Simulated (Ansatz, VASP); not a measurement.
# ZnS: VASP beside Ansatz, part 2 of 2

Aim: how closely do two programs agree when they are given the same cell, functional and k mesh? The cell is taken from a series of runs on this material, whose earlier steps may have relaxed, scaled, displaced or heated it; both programs get it as it stands.

VASP 6.6.1 and Ansatz 0.2.0.

So far: The structure; VASP: zone-centre phonons, LDA.

### Step 3. Ansatz: zone-centre phonons, LDA

Level of this step: Ansatz beside VASP: Kohn-Sham DFT, plane waves, LDA (Ansatz).

Ansatz runs on its PAW soft_1 files.

The same cell, functional (in two slightly different forms) and mesh now go to Ansatz, which takes its cutoff from its data sets.

Contents of input.yaml:

```yaml
crystal:
  lattice:
    - [0.0, 2.6583435248, 2.621874196]
    - [2.6583435248, 0.0, 2.621874196]
    - [2.6583435248, 2.6583435248, 0.0]
  atoms:
    - { symbol: S, position: [0.0, 0.0, 0.0] }
    - { symbol: Zn, position: [0.75, 0.75, 0.75] }
kpoints:
  mp_grid: { grid: [12, 12, 12] }
hamiltonian:
  xc: lda
  pseudopotentials: { kind: paw, azcp: { folder: soft_1 }, xc_functional: pbe }
scf:
  occupations: { method: fixed }
output:
  eigenvalues: true
phonons:
  method: dfpt
  dielectric: true
  rigid_motions: translations
```

The run is started by

```
$ ansatz run input.yaml --threads 4 --pin off --max-ram 10240MiB --backend cpu --events-out ev --progress --plain --runs-dir out
```

Numbers of over 12 decimals in the logs are rounded to 6 here.

What it wrote:

```text
Engine: ansatz 0.2.0, aarch64-unknown-linux-gnu
Pseudopotentials: kind: paw
Pseudopotential: S, paw, valence charge 6, recommended cutoff 420 eV (normal), soft_1/S.paw.azcp
Pseudopotential: Zn, paw, valence charge 12, recommended cutoff 420 eV (normal), soft_1/Zn.paw.azcp
Functional definition: SPW92
  exchange = slater_x
  correlation = pw_c
Crystal: 2 atoms, lattice volume = 37.056 Å³
Basis set: ecut = 420 eV, 725 PW (Γ), exchange–correlation on 54×54×54 points (8 copies of the dense FFT grid, shifted against one another)
Bands: 13, of which v1, the nominal top of the filled ones, is band 9 counted from 1 (8 counted from 0)
Symmetry: 8 space group operations
k-points: 868 of 1728 (irreducible under 1 space group operation, time reversal used)
Non-local potential: S, projectors of the file, l = 0: 2, l = 1: 2, l = 2: 1
Non-local potential: Zn, projectors of the file, l = 0: 2, l = 1: 2, l = 2: 3, l = 3: 1
PAW form: soft (Blöchl's): semilocal exchange-correlation on the pseudo side does not see the compensation charge
PAW frozen core: S, regenerated for the run's functional, and the local potential with it (the file was generated under x = pbe(κ = 0.804, μ = 0.219515), c = pbe(β = 0.066725))
PAW frozen core: Zn, regenerated for the run's functional, and the local potential with it (the file was generated under x = pbe(κ = 0.804, μ = 0.219515), c = pbe(β = 0.066725))
PAW one-centre angular grid: S, 110 points (default); XC on 64 Gauss nodes
PAW one-centre angular grid: Zn, 590 points (default); XC on 64 Gauss nodes
Initial density: superposition of atomic densities (chi_scale 0.1, normalization cell, long waves kept (reshape's long-wave potential 0.00 eV rms))
Initial wavefunctions: pseudopotential atomic-orbital guess
Functional: x = slater, c = lda
SCF iter   1: F=—  HF=-4117.545778 eV  |F-HF|=—  |Δ(HF+E_count)|=         —  Δρ=3.82e-2  dr2=3.39e-1  ethr=3.10e-3  ⟨swp⟩=5.1  Hψ=67787  notcnv=0  defer=1673
preconditioner: auto → none  [insulator: Δε(μ)=2.356 eV  Ē_g=12.800 eV  n_scr=14 (ndim 8)  ℏωp=25.9 eV  f_vac=0.000  ε∞_Penn≈5.1]
SCF iter   2: F=—  HF=-4117.457847 eV  |F-HF|=—  |Δ(HF+E_count)|=   8.79e-2  Δρ=1.46e-2  dr2=4.09e-2  ethr=1.88e-3  ⟨swp⟩=2.4  Hψ=26580  notcnv=0  defer=1686
SCF iter   3: F=—  HF=-4117.446881 eV  |F-HF|=—  |Δ(HF+E_count)|=   1.10e-2  Δρ=9.79e-3  dr2=1.74e-2  ethr=2.27e-4  ⟨swp⟩=2.0  Hψ=19982  notcnv=0  defer=1718
SCF iter   4: F=—  HF=-4117.442108 eV  |F-HF|=—  |Δ(HF+E_count)|=   4.77e-3  Δρ=2.35e-3  dr2=1.33e-3  ethr=9.66e-5  ⟨swp⟩=2.0  Hψ=26912  notcnv=0  defer=1730
SCF iter   5: F=—  HF=-4117.441932 eV  |F-HF|=—  |Δ(HF+E_count)|=   1.76e-4  Δρ=6.23e-4  dr2=8.17e-5  ethr=7.40e-6  ⟨swp⟩=2.1  Hψ=19232  notcnv=0  defer=1735
SCF iter   6: F=—  HF=-4117.441945 eV  |F-HF|=—  |Δ(HF+E_count)|=   1.27e-5  Δρ=1.31e-4  dr2=2.84e-6  ethr=4.54e-7  ⟨swp⟩=2.4  Hψ=19075  notcnv=0  defer=4
SCF iter   7: F=—  HF=-4117.441944 eV  |F-HF|=—  |Δ(HF+E_count)|=   6.98e-7  Δρ=2.13e-5  dr2=7.70e-8  ethr=1.58e-8  ⟨swp⟩=2.0  Hψ=17150  notcnv=0
SCF iter   8: F=—  HF=-4117.441944 eV  |F-HF|=—  |Δ(HF+E_count)|=   2.47e-8  Δρ=1.90e-6  dr2=6.50e-10  ethr=4.28e-10  ⟨swp⟩=2.0  Hψ=18251  notcnv=0
SCF iter   9: F=-4117.441944 eV  HF=-4117.441944 eV  |F-HF|=5.64e-11  |Δ(HF+E_count)|=  5.71e-10  Δρ=3.46e-7  dr2=2.05e-11  ethr=1.00e-12  ⟨swp⟩=8.1  Hψ=78363  notcnv=0
SCF 1 converged in 9 iterations: F = -4117.441944 eV  dr2 = 2.05e-11
  greatest PAW one-centre occupation: 0.983 electrons in one spin orbital (limit 2), on the Zn atom at site 1 (counted from 0), in its partial waves of l = 2
NSCF: frozen V_eff on 3 k-points
DFPT response loops at Γ: preconditioner auto → none (the input reference at scf.mixing.eps_inf says where Resta's filter doesn't serve); β = 0.50; Broyden in place of MSR1
── the response to a field inside a basis, on 12×12×12 k-points: an SCF that follows is theirs, and a resumed run solves both again ──
Bands: 10, of which v1, the nominal top of the filled ones, is band 9 counted from 1 (8 counted from 0)
k-points: 468 of 1728 (irreducible under 2 space group operations, time reversal used)
Initial density: handed on by an earlier stage of this run
Initial wavefunctions: pseudopotential atomic-orbital guess (no wavefunctions were taken with the density)
Eigensolver: Dense (468 Hₖ)
SCF iter   1: F=—  HF=-4117.442461 eV  |F-HF|=—  |Δ(HF+E_count)|=         —  Δρ=2.60e-4  dr2=5.67e-6  ethr=1.00e-1
preconditioner: auto → none  [insulator: Δε(μ)=2.282 eV  Ē_g=10.103 eV  n_scr=14 (ndim 8)  ℏωp=25.9 eV  f_vac=0.011  ε∞_Penn≈7.6]
SCF iter   2: F=—  HF=-4117.442461 eV  |F-HF|=—  |Δ(HF+E_count)|=   2.29e-7  Δρ=2.25e-4  dr2=7.12e-6  ethr=3.15e-8
SCF iter   3: F=—  HF=-4117.442465 eV  |F-HF|=—  |Δ(HF+E_count)|=   4.28e-6  Δρ=2.08e-4  dr2=9.30e-6  ethr=3.15e-8
SCF iter   4: F=-4117.442461 eV  HF=-4117.442461 eV  |F-HF|=1.57e-9  |Δ(HF+E_count)|=   4.38e-6  Δρ=7.53e-6  dr2=7.65e-9  ethr=3.15e-8
SCF 1 converged in 4 iterations: F = -4117.442461 eV  dr2 = 7.65e-9
DFPT response loops at Γ: mixed as the last ones told, above
SCF converged after 9 iterations
Free energy (F): -4117.441944 eV
Harris-Foulkes:  -4117.441944 eV  (|F-HF|=5.64e-11)
Internal energy: -4117.441944 eV  (E = F + TS)
E sigma→0 (E₀):  -4117.441944 eV
Fermi energy:    6.366590 eV
--- Per-component energies (eV) ---
  E_band       = 8.956509
  E_kinetic    = 255.937263
  E_local      = -2231.393113  (includes V_loc(G=0)·N_el)
  E_nonlocal   = 857.437788
  E_hartree    = 847.539352
  E_xc         = -166.878508
  E_vxc        = -135.768951  (∫ρ·V_xc dr)
  E_paw        = -2401.922208  (= ΣΔE_a)
  E_vpaw       = -432.334701  (= ΣTr[D̂ρ^β])
  E_aug_tail   = -0.000239  (compensation charges beyond the density's cutoff)
  E_ewald      = -1279.872622
  E_core_change = 1.710341  (= ΣΔE_core)
  E_smearing   = -0.000000  (= −TS)
  E_closure    = 0.000000  (closes the sum)
  Σ components = -4117.441944   (vs F -4117.441944, Δ=0.00e0)
--- Band table (eV; the first three rows and the last of 868) ---
  k-point 0: bands = [... 5 lower, 0.1378, 6.3160, 6.3160, 6.3666, 8.4632, 12.5000, 12.5000, 12.5036]
  k-point 1: bands = [... 5 lower, 0.1364, 5.6945, 6.2354, 6.2737, 8.9509, 12.4364, 12.6308, 12.6385]
  k-point 2: bands = [... 5 lower, 0.1343, 4.5146, 6.0293, 6.0767, 9.5764, 12.5469, 12.9241, 12.9532]
  k-point 867: bands = [... 5 lower, 0.3514, 0.5343, 5.3194, 5.4003, 9.5337, 12.9859, 13.1160, 15.1696]
--- Phonons (Γ-DFPT): 4 representative perturbations + reference, on 868 of 1728 k-points (Σ response iterations 12) ---
  k mesh reduced under 1 symmetry operation, with k and −k counted as one. Each operation leaves every solved perturbation unchanged. A smaller set is not considered because the run solves the response to a homogeneous field
  ASR residual: 2.953e-4 → 0.000e0 eV/Å²; symmetrization residual: 2.777e-6 eV/Å²
  ASR residual per site (eV/Å²): 3.12e-5 2.95e-4
  Γ frequencies (cm⁻¹): 0.00 0.00 0.00 290.53 292.61 292.61
  ε∞ (high-frequency dielectric tensor):
        6.195200     0.000000     0.000000
        0.000000     6.195200     0.000000
        0.000000     0.000000     6.136958
  ε⁰ (static dielectric tensor: ions relaxed, cell fixed):
        8.815940     0.000000    -0.000000
        0.000000     8.815940     0.000000
       -0.000000     0.000000     8.699345
  ε⁰ − ε∞ (ionic part):
        2.620741     0.000000    -0.000000
        0.000000     2.620741     0.000000
       -0.000000     0.000000     2.562387
  softest optical mode at Γ: 290.53 cm⁻¹; the repairs (sum rule, projections) moved no ω² at Γ by more than (1.17 cm⁻¹)²
  Born effective charges Z* (e; rows j = field, columns β = displacement):
    site 0:
        -1.90658   -0.00000   -0.00000
         0.00000   -1.90658   -0.00000
         0.00000   -0.00000   -1.87186
    site 1:
         1.90658    0.00000    0.00000
         0.00000    1.90658    0.00000
        -0.00000    0.00000    1.87186
  Z* charge neutrality: 1.786e-4 e pre-enforcement
  solved inside a basis spanned on kpoints, on 12×12×12 k-points, its susceptibility summed on 16×16×16: ε∞ is read to err by 1.6e-2, Z* by 1.3e-2 e (field_mesh: kpoints solves on kpoints); Z* is corrected for what the basis lacks
  optical modes at Γ without the LO–TO term, one row a degenerate level:
      ω (cm⁻¹)  modes    IR ((D/Å)²/amu)
        290.53      1             3.7578
        292.61      2             7.7971
  optical modes at Γ + LO–TO along q̂ = [1.0000, 0.0000, 0.0000]:
      ω (cm⁻¹)  modes    IR ((D/Å)²/amu)
        290.53      1             3.7578
        292.61      1             3.8985
        349.05      1             3.8985
  optical modes at Γ + LO–TO along q̂ = [0.0000, 1.0000, 0.0000]:
      ω (cm⁻¹)  modes    IR ((D/Å)²/amu)
        290.53      1             3.7578
        292.61      1             3.8985
        349.05      1             3.8985
  optical modes at Γ + LO–TO along q̂ = [0.0000, 0.0000, 1.0000]:
      ω (cm⁻¹)  modes    IR ((D/Å)²/amu)
        292.61      2             7.7971
        345.91      1             3.7578
```

In the SCF lines HF is the Harris–Foulkes energy and dr2 the Hartree energy of the density residual, in eV; the loop may stop once dr2 is under the threshold and the program's other checks hold. Hψ counts applications of the Hamiltonian.

### Step 4. Differences

Known differences besides the potentials themselves: the two LDA forms differ slightly; fixed occupations in Ansatz, narrow Gaussian smearing in VASP; VASP's response is taken on the typed mesh, Ansatz refines its own for the field response alone; the cutoff is 420 eV in Ansatz and 500 eV in VASP; VASP's log shows a relativistic correction to its local exchange, Ansatz's none. Total energies have different zeros and are not compared.

Compared:

| quantity | Ansatz | VASP | difference |
| --- | --- | --- | --- |
| ε∞ xx | 6.20 | 6.15 | +0.80 % |
| ε∞ yy | 6.20 | 6.15 | +0.80 % |
| ε∞ zz | 6.14 | 6.09 | +0.77 % |
| Born charge of S1 (mean of the diagonal) (e) | -1.90 | -1.91 | +0.01 |
| Born charge of Zn2 (mean of the diagonal) (e) | 1.90 | 1.91 | -0.01 |
| optical mode 1 (cm⁻¹) | 290.5 | 292.4 | -0.64 % |
| optical mode 2 to 3 (cm⁻¹) | 292.6 | 294.8 | -0.74 % |

Modes are paired by rising frequency, not by their patterns, so a pair may set unlike modes beside each other; they are those without the splitting of longitudinal modes.

### Step 5. Summary of results

* r.m.s. difference of the optical zone-centre modes, each program's sorted by frequency (zone-centre phonons, LDA): 2.1 cm⁻¹
* difference in ε∞ xx (zone-centre phonons, LDA): +0.8 %

What this shows: The r.m.s. difference of the optical zone-centre modes, each program's sorted by frequency is 2.1 cm⁻¹ (zone-centre phonons, LDA). Among the rows given in per cent, the largest difference of the zone-centre phonons, LDA pair is in ε∞ xx, +0.8 %. How closely two codes agree says nothing of how well the functional describes the real material.

[Lines on the potential files, build, host, timing and source positions are cut from VASP's logs without a mark.]

[Logs are printed without paths, hosts, clocks, repeated set-up lines and the standing remarks that a program may print on its own settings, such as how far it seeks lower states.]

[Hosts, paths, dates, database ids (printed as entryN), source tags and the programs' standing remarks are cut or masked in the printed files.]
